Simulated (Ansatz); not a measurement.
# Cd: all-electron results

```xyz
2
Lattice="0.0000 3.3400 3.3400 3.3400 0.0000 3.3400 3.3400 3.3400 0.0000" Properties=species:S:1:pos:R:3 pbc="T T T"
Cd    0.0000    0.0000    0.0000
Cd    1.6700    1.6700    1.6700
```

Atom numbers follow the list: Cd1, Cd2.

The cell was built from the diamond type and relaxed in the same program, and has space group Fd-3m; it needn't be a known or the stable phase.

The calculation used Ansatz 0.2.0, DFT, PBE, all-electron LAPW, scalar-relativistic.

Settings: a Γ-centred 9×9×9 k mesh, Fermi–Dirac smearing of 0.08 eV, basis error target 0.25 meV/atom, no spin polarisation.

| Quantity | Value |
| --- | --- |
| Band gap | none: bands cross the Fermi level, a metal |
| Density of states at the Fermi level (0.2 eV bin) | 1.51 states/eV per cell |
| Volume per atom | 37.26 Å³ |
| Pressure at this cell | 0.00 GPa |
